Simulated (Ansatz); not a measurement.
## A failed many-body run on GaN (P6_3mc)

A first try at the G0W0 gap of GaN (P6_3mc), what the program said, and an input that works.

Program: Ansatz 0.2.0. Level of theory: G0W0 on PBE, plane waves, PAW. Results are calculated unless marked as measured.

The database entry behind the starting cell differs from later determinations by our own check (about 0.3 % short, ideal inner coordinate), so it need not match the best structure at ambient conditions.

### Step 1. Starting point

The structure is hexagonal, space group P6_3mc (No. 186). Conventional cell: a = 3.180 Å, b = 3.180 Å, c = 5.166 Å, α = 90.00°, β = 90.00°, γ = 120.00°. Nearest to Ga lie 4 N at 1.94 to 1.95 Å. Nearest to N lie 4 Ga at 1.94 to 1.95 Å. Farther neighbours and most contacts between anions are not listed.

The cell and positions come from the Crystallography Open Database and are kept as given unless a step says otherwise. The default PAW set here is soft_2. Its files were made with PBE.

### Step 2. First try

Contents of input.yaml:

```yaml
crystal:
  lattice:
    - [3.18, 0.0, 0.0]
    - [-1.59, 2.753960784, 0.0]
    - [0.0, 0.0, 5.166]
  atoms:
    - { symbol: Ga, position: [0.3333333333, 0.6666666667, 0.0] }
    - { symbol: Ga, position: [0.6666666667, 0.3333333333, 0.5] }
    - { symbol: "N", position: [0.3333333333, 0.6666666667, 0.375] }
    - { symbol: "N", position: [0.6666666667, 0.3333333333, 0.875] }
kpoints:
  mp_grid: { grid: [6, 6, 2] }
hamiltonian:
  xc: pbe
scf:
  occupations: { method: fixed }
gw:
  n_empty_bands: 47
  ecut_chi: 60
  qp_bands: [v2, c2]
  qp_kpoints: [[0.137, 0.291, 0]]
  screening: { model: contour_deformation }
```

On the command line:

```
$ ansatz run input.yaml --threads 3 --pin off --max-ram 92160MiB --backend cuda --events-out ev --progress --plain --runs-dir out --devices 1 --max-vram 13GiB  # rebuilt from the run's record
```

Numbers of over 12 decimals in the logs are rounded to 6 here.

The program printed:

```text
Error: invalid value for `gw.qp_kpoints`: the listed point [0.137, 0.291, 0.0] is no point of the k-mesh [6, 6, 2] (kpoints.mp_grid); the nearest is [0.166667, 0.333333, 0.0]
```

The job ended after 0.16 s (3 threads of AMD EPYC 7R13 (Zen 3), shared host; peak memory 0.1 GiB).

**What went wrong?**

The program refused the input before any cycle.

The fault: point off the mesh. Quasiparticle levels are computed on points of the mesh alone.

### Step 3. A better input

Now the one-shot GW correction: screening in the RPA, then the self-energy of the levels asked for.

input.yaml, as its differences from that of step 2:

```diff
@@ -11,3 +11,3 @@
 kpoints:
-  mp_grid: { grid: [6, 6, 2] }
+  mp_grid: { grid: [6, 6, 4] }
 hamiltonian:
@@ -20,3 +20,3 @@
   qp_bands: [v2, c2]
-  qp_kpoints: [[0.137, 0.291, 0]]
+  qp_kpoints: band_edges
   screening: { model: contour_deformation }
```

The program printed:

```text
GPUs: using 1 of 1 available (devices: 1).
[...]
device memory: the entry about to start is reckoned to put 0.6 GiB on a device that reports 36.6 GiB free (of which the cap on the GPU budget leaves the run 13.0 GiB)
GPU FFT provider: cuFFT
GPU libraries: cuBLAS 13.8.2, cuFFT 12.4.0, cuSOLVER 12.3.4
Crystal: 4 atoms, lattice volume = 45.242 Å³
Basis set: ecut = 420 eV, 881 PW (Γ)
Bands: 22, of which v1, the nominal top of the filled ones, is band 18 counted from 1 (17 counted from 0)
Symmetry: 12 space group operations
[...]
k-points: 21 of 144 (time reversal used)
[...]
GPU buffer pool allocated for 20736 grid points (all kernels)
GPU transforms: local potential and band sums: pruned to the plane-wave sphere, on 24×24×36
[...]
SCF iter   1: F=—  HF=-8335.790942 eV  |F-HF|=—  |Δ(HF+E_count)|=         —  Δρ=7.78e-4  dr2=1.22e-4  ethr=1.77e-3  ⟨swp⟩=4.4  Hψ=1698  notcnv=0  defer=21
[...]
0    17      9.8543   -23.9590     3.5222   -20.3066  0.7782     9.7240     9.7243  root
     0    18      9.8543   -23.9590     3.5222   -20.3066  0.7782     9.7240     9.7243  root
     0    19     11.8177   -11.5150    -3.3952   -15.7845  0.8123    12.7012    12.6920  root
     0    20     14.1555   -10.1928    -4.0607   -15.3186  0.8149    15.2374    15.2207  root
     1    17      9.6917   -23.8218     3.5628   -20.1054  0.7776     9.5378     9.5381  root
     1    18      9.6917   -23.8218     3.5628   -20.1054  0.7776     9.5378     9.5381  root
     1    19     13.0059   -12.1625    -3.3139   -16.4894  0.8029    14.0326    14.0188  root
     1    20     14.2610   -10.1614    -4.0793   -15.3280  0.8121    15.3663    15.3483  root
[...]
20    17      8.3471   -22.3645     3.7919   -18.3045  0.7713     8.0778     8.0788  root
    20    18      8.3471   -22.3645     3.7919   -18.3045  0.7713     8.0778     8.0788  root
    20    19     16.3479    -9.5409    -4.4044   -14.9898  0.8088    17.4111    17.3923  root
    20    20     16.3479    -9.5409    -4.4044   -14.9898  0.8088    17.4111    17.3923  root
[key lines of the parts left out:]
SCF converged after 6 iterations
Free energy (F): -8335.791703 eV
Fermi energy:    9.854318 eV
```

Run time: 17 s. Hardware: 1 × NVIDIA H100 80GB HBM3 (shared by 6 runs) with 3 threads; peak memory 1 GiB; 25 s of CPU time.

In the SCF lines HF is the Harris–Foulkes energy and dr2 the Hartree energy of the density residual, in eV; the loop may stop once dr2 is under the threshold and the program's other checks hold. Hψ counts applications of the Hamiltonian.

Numbers from this step:

```
bands summed                                 : 65
RPA ε∞ on this mesh (eigenvalues)            : 6.019, 6.021, 6.021
plane waves in the screening matrix          : 43
q-points in the mesh                         : 144
G0W0 gap on the mesh                         : 2.968 eV
k of the valence top                         : 0, 0, 0
k of the conduction bottom                   : 0, 0, 0
starting gap on the mesh                     : 1.963 eV
Z at the valence top                         : 0.7782
Z at the conduction bottom                   : 0.8123
least direct G0W0 gap on the computed points : 2.968 eV
```

The gap on the mesh goes from 1.96 eV to 2.97 eV, a correction of +1.00 eV. Between the two edge states, bare exchange in place of the xc potential would open the gap by 7.92 eV, and correlation takes back 6.92 eV.

### Step 4. What came out

| Quantity | Value |
| --- | --- |
| first try | refused after 0.16 s |
| better run | G0W0 gap on the mesh 2.97 eV (6×6×4 mesh, 47 empty bands, screening to 60 eV) |

The second run differs in: mesh and points asked. Bands and cutoff are finite, so the gap is not at the basis limit. The miss can reach some tenths of an eV and take either sign; the mesh is an error of its own. The many-body steps are scalar-relativistic: spin-orbit coupling is not in them.

[Paths, hosts, dates, memory and timing lines, banners, echoed tables and standing remarks are left out of the program output.]

[Logs are printed without paths, hosts, clocks, repeated set-up lines and the standing remarks that a program may print on its own settings, such as how far it seeks lower states.]

[Runs of the session that timed out or met a known fault of the program may be left out.]

[Cells called generated may have been cut or substituted from an entry of the Crystallography Open Database or the Materials Project.]

[Hosts, paths, dates, database ids (printed as entryN), source tags and the programs' standing remarks are cut or masked in the printed files.]
